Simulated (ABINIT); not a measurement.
# FeO (Fm-3m) in ABINIT: single point with PBEsol

Aim: the single point of FeO with PBEsol.

All numbers are computed with ABINIT 10.8.3 (patched build); they aren't measurements. Logs are shortened: lines on timing, memory, paths and dates and some standing lists are left out, and cuts for length are marked. The log counts tension as positive stress, the text compression.

**The experiment to reproduce.**

“W\"ustite: Electric, thermodynamic and optical properties of FeO”, 2012, arxiv:1203.1201 quotes, for a bulk crystal of FeO: band gap 2.4 eV (optical).

The runs below are set against these values where they give the same quantity.

## 1. The structure

Symmetry: Fm-3m, No. 225, cubic system. Conventional cell: a = 4.311 Å, b = 4.311 Å, c = 4.311 Å, α = 90.00°, β = 90.00°, γ = 90.00°. Fe (site symmetry m-3m) is surrounded by 6 O at 2.16 Å. O (site symmetry m-3m) is surrounded by 6 Fe at 2.16 Å.

## 2. Single point, PBEsol, collinear spin, ferromagnetic start

The input, run.abi:

```
# Pseudopotentials
pp_dirpath "./"
pseudos "Fe.upf, O.upf"

# Structure
acell 3*1.0
rprim
     0.0000000000     4.0731159914     4.0731159914
     4.0731159914     0.0000000000     4.0731159914
     4.0731159914     4.0731159914     0.0000000000
ntypat 2
znucl 26 8
natom 2
typat 1 2
xred
     0.0000000000     0.0000000000     0.0000000000
     0.5000000000     0.5000000000     0.5000000000

# Plane-wave basis
ecut 45.0

# k points
kptopt 1
ngkpt 8 8 8
nshiftk 1
shiftk 0.0 0.0 0.0

# Exchange and correlation
ixc -116133

# Bands and occupations
nband 16
occopt 3
tsmear 0.00183747

# Spin
nsppol 2
spinat
     0.0000000000     0.0000000000     3.0000000000
     0.0000000000     0.0000000000     0.0000000000

# SCF cycle
nstep 100
tolvrs 1.0e-10

# Output
iomode 3
prtwf 0
prteig 0
prtebands 0
enunit 1
prtden 1
prtvha 1
prtvclmb 1
prtpot 1
```

Potentials or basis: PseudoDojo NC SR PBEsol v0.4.1 standard.

Started as:

```sh
abinit run.abi > log 2>&1
```

run.abo:

```text
.Version 10.8.3 of ABINIT
 Symmetries : space group Fm -3 m (#225); Bravais cF (face-center cubic)
================================================================================
 Values of the parameters that define the memory need of the present run
     intxc =       0    ionmov =       0      iscf =       7    lmnmax =       6
     lnmax =       6     mgfft =      36  mpssoang =       3    mqgrid =    3001
     natom =       2  nloc_mem =       1    nspden =       2   nspinor =       1
    nsppol =       2      nsym =      48    n1xccc =    2501    ntypat =       2
    occopt =       3   xclevel =       2
       mpw =        1964          nfft =       46656          nkpt =          29
================================================================================
================================================================================

--------------------------------------------------------------------------------
------------- Echo of variables that govern the present computation ------------
--------------------------------------------------------------------------------
 -outvars: echo values of preprocessed input variables --------
            acell      1.0000000000E+00  1.0000000000E+00  1.0000000000E+00 Bohr
              amu      5.58470000E+01  1.59994000E+01
             ecut      4.50000000E+01 Hartree
           enunit           1
              ixc     -116133
         kptrlatt        8    0    0      0    8    0      0    0    8
          kptrlen      4.60820470E+01
            natom           2
            nband          16
            ngfft          36      36      36
             nkpt          29
           nspden           2
           nsppol           2
            nstep         100
             nsym          48
           ntypat           2
           occopt           3
        prtebands           0
           prteig           0
           prtpot           1
         prtvclmb           1
           prtvha           1
            prtwf           0
            rprim      0.0000000000E+00  4.0731159914E+00  4.0731159914E+00
                       4.0731159914E+00  0.0000000000E+00  4.0731159914E+00
                       4.0731159914E+00  4.0731159914E+00  0.0000000000E+00
          spgroup         225
           spinat      0.0000000000E+00  0.0000000000E+00  3.0000000000E+00
                       0.0000000000E+00  0.0000000000E+00  0.0000000000E+00
           tolvrs      1.00000000E-10
           tsmear      1.83747000E-03 Hartree
            typat      1  2
           xangst      0.0000000000E+00  0.0000000000E+00  0.0000000000E+00
                       2.1554001586E+00  2.1554001586E+00  2.1554001586E+00
            xcart      0.0000000000E+00  0.0000000000E+00  0.0000000000E+00
                       4.0731159914E+00  4.0731159914E+00  4.0731159914E+00
             xred      0.0000000000E+00  0.0000000000E+00  0.0000000000E+00
                       5.0000000000E-01  5.0000000000E-01  5.0000000000E-01
            znucl       26.00000    8.00000

================================================================================

 chkinp: Checking input parameters for consistency.

================================================================================
== DATASET  1 ==================================================================

--- !DatasetInfo
iteration_state: {dtset: 1, }
dimensions: {natom: 2, nkpt: 29, mband: 16, nsppol: 2, nspinor: 1, nspden: 2, mpw: 1964, }
cutoff_energies: {ecut:  45.0, pawecutdg:  -1.0, }
electrons: {nelect:   2.20000000E+01, charge:   0.00000000E+00, occopt:   3.00000000E+00, tsmear:   1.83747000E-03, }
meta: {optdriver: 0, ionmov: 0, optcell: 0, iscf: 7, paral_kgb: 0, }
...

 Real(R)+Recip(G) space primitive vectors, cartesian coordinates (Bohr,Bohr^-1):
 R(1)=  0.0000000  4.0731160  4.0731160  G(1)= -0.1227561  0.1227561  0.1227561
 R(2)=  4.0731160  0.0000000  4.0731160  G(2)=  0.1227561 -0.1227561  0.1227561
 R(3)=  4.0731160  4.0731160  0.0000000  G(3)=  0.1227561  0.1227561 -0.1227561
 Unit cell volume ucvol=  1.3514822E+02 bohr^3
 Angles (23,13,12)=  6.00000000E+01  6.00000000E+01  6.00000000E+01 degrees

 getcut: wavevector=  0.0000  0.0000  0.0000  ngfft=  36  36  36
         ecut(hartree)=     45.000   => boxcut(ratio)=   2.06961

--- Pseudopotential description ------------------------------------------------
- pspini: atom type   1  psp file is ./Fe.upf
12 -116133 2 -1 1426                          pspcod,pspxc,lmax,lloc,mmax
     nproj     2     2     2

- pspini: atom type   2  psp file is ./O.upf
12 -116133 2 -1 936                           pspcod,pspxc,lmax,lloc,mmax
     nproj     2     2     1

   4.68094601E+02                                ecore*ucvol(ha*bohr**3)
--------------------------------------------------------------------------------

================================================================================

--- !BeginCycle
iteration_state: {dtset: 1, }
solver: {iscf: 7, nstep: 100, nline: 4, wfoptalg: 0, }
tolerances: {tolvrs: 1.00E-10, }
...

     iter   Etot(hartree)      deltaE(h)  residm     vres2   difmagsph maxmagsph
 ETOT  1  -141.47374292716    -1.415E+02 5.125E-01 6.107E+02 3.151E+00 3.151E+00
 ETOT  2  -141.13035880043     3.434E-01 2.209E-02 5.088E+03 8.869E-01 2.264E+00
 ETOT  3  -141.67273600302    -5.424E-01 6.910E-03 1.494E+02 1.243E+00 3.507E+00
 ETOT  4  -141.68408698460    -1.135E-02 1.737E-03 4.311E+01 3.279E-02 3.540E+00
 ETOT  5  -141.68771741523    -3.630E-03 1.803E-04 1.835E+00 2.383E-02 3.547E+00
 ETOT  6  -141.68784500774    -1.276E-04 1.852E-04 4.471E-01 3.839E-03 3.547E+00
 ETOT  7  -141.68788745336    -4.245E-05 1.843E-05 9.152E-04 4.641E-03 3.547E+00
 ETOT  8  -141.68788741039     4.297E-08 1.951E-05 3.335E-03 1.274E-03 3.547E+00
 ETOT  9  -141.68788769088    -2.805E-07 2.073E-06 8.447E-05 1.831E-04 3.546E+00
 ETOT 10  -141.68788769749    -6.613E-09 2.347E-06 7.984E-06 8.011E-06 3.546E+00
 ETOT 11  -141.68788769822    -7.294E-10 2.320E-07 3.481E-08 1.147E-05 3.546E+00
 ETOT 12  -141.68788769823    -6.338E-12 2.925E-07 5.516E-10 2.789E-06 3.546E+00
 ETOT 13  -141.68788769822     7.304E-12 2.623E-08 2.262E-11 5.352E-07 3.546E+00

 At SCF step   13       vres2   =  2.26E-11 < tolvrs=  1.00E-10 =>converged.

 Cartesian components of stress tensor (hartree/bohr^3)
  sigma(1 1)=  3.09508631E-04  sigma(3 2)=  0.00000000E+00
  sigma(2 2)=  3.09508631E-04  sigma(3 1)=  0.00000000E+00
  sigma(3 3)=  3.09508631E-04  sigma(2 1)=  0.00000000E+00

--- !ResultsGS
iteration_state: {dtset: 1, }
comment   : Summary of ground state results
lattice_vectors:
- [  0.0000000,   4.0731160,   4.0731160, ]
- [  4.0731160,   0.0000000,   4.0731160, ]
- [  4.0731160,   4.0731160,   0.0000000, ]
lattice_lengths: [   5.76026,    5.76026,    5.76026, ]
lattice_angles: [ 60.000,  60.000,  60.000, ] # degrees, (23, 13, 12)
lattice_volume:   1.3514822E+02
convergence: {deltae:  7.304E-12, res2:  2.262E-11, residm:  2.623E-08, diffor: null, }
etotal    :  -1.41687888E+02
entropy   :   0.00000000E+00
fermie    :   3.77743720E-01
cartesian_stress_tensor: # hartree/bohr^3
- [  3.09508631E-04,   0.00000000E+00,   0.00000000E+00, ]
- [  0.00000000E+00,   3.09508631E-04,   0.00000000E+00, ]
- [  0.00000000E+00,   0.00000000E+00,   3.09508631E-04, ]
pressure_GPa:  -9.1061E+00
xred      :
- [  0.0000E+00,   0.0000E+00,   0.0000E+00, Fe]
- [  5.0000E-01,   5.0000E-01,   5.0000E-01,  O]
cartesian_forces: # hartree/bohr
- [ -0.00000000E+00,  -0.00000000E+00,  -0.00000000E+00, ]
- [ -0.00000000E+00,  -0.00000000E+00,  -0.00000000E+00, ]
force_length_stats: {min:   0.00000000E+00, max:   0.00000000E+00, mean:   0.00000000E+00, }
...

 Integrated electronic and magnetization densities in atomic spheres:
 ------------------------------------------------------------------------------------------------------------
 Radius=ratsph(iatom), smearing ratsm=  0.0000. Diff(up-dn)=approximate z local magnetic moment.
    Atom    Radius    up_density   dn_density  Total(up+dn)  Diff(up-dn)
    1 Fe   2.00000     8.715428     5.168928     13.884356     3.546499
    2  O   2.00000     3.263906     2.930515      6.194420     0.333391
 ------------------------------------------------------------------------------------------------------------
  Sum:                11.979333     8.099443     20.078777     3.879890
 Total magnetization (from the atomic spheres):                3.879890
 Total magnetization (exact up - dn):                          4.003477

================================================================================

 ----iterations are completed or convergence reached----

 Mean square residual over all n,k,spin=   53.324E-12; max=  26.228E-09
 reduced coordinates (array xred) for    2 atoms
       0.000000000000      0.000000000000      0.000000000000
       0.500000000000      0.500000000000      0.500000000000
 rms dE/dt=  0.0000E+00; max dE/dt=  0.0000E+00; dE/dt below (all hartree)
    1       0.000000000000      0.000000000000      0.000000000000
    2       0.000000000000      0.000000000000      0.000000000000

 cartesian coordinates (angstrom) at end:
    1      0.00000000000000     0.00000000000000     0.00000000000000
    2      2.15540015855121     2.15540015855121     2.15540015855121

 cartesian forces (hartree/bohr) at end:
    1     -0.00000000000000    -0.00000000000000    -0.00000000000000
    2     -0.00000000000000    -0.00000000000000    -0.00000000000000
 frms,max,avg= 0.0000000E+00 0.0000000E+00   0.000E+00  0.000E+00  0.000E+00 h/b

 cartesian forces (eV/Angstrom) at end:
    1     -0.00000000000000    -0.00000000000000    -0.00000000000000
    2     -0.00000000000000    -0.00000000000000    -0.00000000000000
 frms,max,avg= 0.0000000E+00 0.0000000E+00   0.000E+00  0.000E+00  0.000E+00 e/A
 length scales=  1.000000000000  1.000000000000  1.000000000000 bohr
              =  0.529177210544  0.529177210544  0.529177210544 angstroms
 Fermi (or HOMO) energy (eV) =  10.27893   Average Vxc (eV)= -12.87491
 Eigenvalues (   eV  ) for nkpt=  29  k points, SPIN UP:
 kpt#   1, nband= 16, wtk=  0.00195, kpt=  0.0000  0.0000  0.0000 (reduced coord)
 -79.31068  -45.57980  -45.57980  -45.57980  -10.49570    6.21537    6.21537    6.21537
   6.29651    6.29651    6.29651    6.40361    6.40361   10.17386   25.24019   26.98912
 prteigrs : prtvol=0 or 1, do not print more k-points.

 Eigenvalues (   eV  ) for nkpt=  29  k points, SPIN DOWN:
 kpt#   1, nband= 16, wtk=  0.00195, kpt=  0.0000  0.0000  0.0000 (reduced coord)
 -75.46415  -41.57054  -41.57054  -41.57054   -9.94788    6.88775    6.88775    6.88775
   9.52858    9.52858    9.52858   10.42814   10.42814   10.92088   25.26717   27.98282
 prteigrs : prtvol=0 or 1, do not print more k-points.

--- !EnergyTerms
iteration_state     : {dtset: 1, }
comment             : Components of total free energy in Hartree
kinetic             :  6.89015017540376E+01
hartree             :  3.74631261307246E+01
xc                  : -2.17755233138577E+01
Ewald energy        : -9.50137709557258E+01
psp_core            :  3.46356468590846E+00
local_psp           : -1.24828269991862E+02
non_local_psp       : -9.89803762748578E+00
internal            : -1.41687409318260E+02
'-kT*entropy'       : -4.78379958758269E-04
total_energy        : -1.41687887698219E+02
total_energy_eV     : -3.85552383853342E+03
band_energy         : -1.33501780192289E+01
...

 Cartesian components of stress tensor (hartree/bohr^3)
  sigma(1 1)=  3.09508631E-04  sigma(3 2)=  0.00000000E+00
  sigma(2 2)=  3.09508631E-04  sigma(3 1)=  0.00000000E+00
  sigma(3 3)=  3.09508631E-04  sigma(2 1)=  0.00000000E+00

-Cartesian components of stress tensor (GPa)         [Pressure= -9.1061E+00 GPa]
- sigma(1 1)=  9.10605831E+00  sigma(3 2)=  0.00000000E+00
- sigma(2 2)=  9.10605831E+00  sigma(3 1)=  0.00000000E+00
- sigma(3 3)=  9.10605831E+00  sigma(2 1)=  0.00000000E+00

== END DATASET(S) ==============================================================
================================================================================

 -outvars: echo values of variables after computation  --------
            acell      1.0000000000E+00  1.0000000000E+00  1.0000000000E+00 Bohr
           etotal     -1.4168788770E+02
            fcart     -0.0000000000E+00 -0.0000000000E+00 -0.0000000000E+00
                      -0.0000000000E+00 -0.0000000000E+00 -0.0000000000E+00
            rprim      0.0000000000E+00  4.0731159914E+00  4.0731159914E+00
                       4.0731159914E+00  0.0000000000E+00  4.0731159914E+00
                       4.0731159914E+00  4.0731159914E+00  0.0000000000E+00
           strten      3.0950863087E-04  3.0950863087E-04  3.0950863087E-04
                       0.0000000000E+00  0.0000000000E+00  0.0000000000E+00
           xangst      0.0000000000E+00  0.0000000000E+00  0.0000000000E+00
                       2.1554001586E+00  2.1554001586E+00  2.1554001586E+00
             xred      0.0000000000E+00  0.0000000000E+00  0.0000000000E+00
                       5.0000000000E-01  5.0000000000E-01  5.0000000000E-01
 Calculation completed.
```

Run time: 69 s. Hardware: 1 thread of Arm Neoverse V1, shared host; peak memory 0.1 GiB.

Results:

| Item | Value |
| --- | --- |
| Free energy | -3855.5238 eV |
| Pressure | -9.1 GPa |
| Band gap on the k mesh | none (metal or under the smearing width) |
| Net moment | 4.00 μB per cell |
| Site moments | Fe +3.55; O +0.33 μB |
| Valence electrons inside the program's atomic spheres | Fe 13.88; O 6.19 |

Levels at points of the mesh, in eV from the Fermi level:
Spin up:
```tsv
k point	band 10	band 11	band 12	band 13	band 14	band 15	band 16
(0.00, 0.00, 0.00)	-3.98	-3.98	-3.88	-3.88	-0.11	14.96	16.71
(0.50, 0.00, 0.00)	-3.24	-2.67	-0.50	-0.50	3.80	8.25	12.26
(0.50, 0.50, 0.00)	-3.48	-2.98	-2.97	-2.97	5.08	8.46	10.46
```
Spin down:
```csv
k point,band 6,band 7,band 8,band 9,band 10,band 11,band 12,band 13
"(0.00, 0.00, 0.00)",-3.39,-3.39,-3.39,-0.75,-0.75,-0.75,0.15,0.15
"(0.50, 0.00, 0.00)",-8.19,-5.27,-5.27,0.41,0.41,0.60,2.76,2.76
"(0.50, 0.50, 0.00)",-7.06,-4.58,-4.58,-2.19,0.71,0.77,0.77,1.12
```

Caveat: Libxc's GGAs can fail where the two spin gradients oppose each other; a cell with one magnetic atom can't hold antiferromagnetic order, which such compounds often take; semilocal functionals often make such compounds metallic where correlation or magnetic order opens a gap, which also shifts bond lengths.

## 3. Comparison with measurements

Step 2. Measured gap of FeO: 2.4 eV (optical; quoted in “W\"ustite: Electric, thermodynamic and optical properties of FeO”, 2012, arxiv:1203.1201). This calculation gives 0.00 eV (-2.40 eV). So large a miss can be the level of theory's own, or it may mean another phase, state or a wrong row. The value is that of PBEsol on a finite k mesh, which can miss the band edges, without temperature or zero-point motion. Semilocal functionals fall short of measured gaps as a rule. The run's magnetic order (collinear spin, ferromagnetic start) needn't be the measured crystal's.
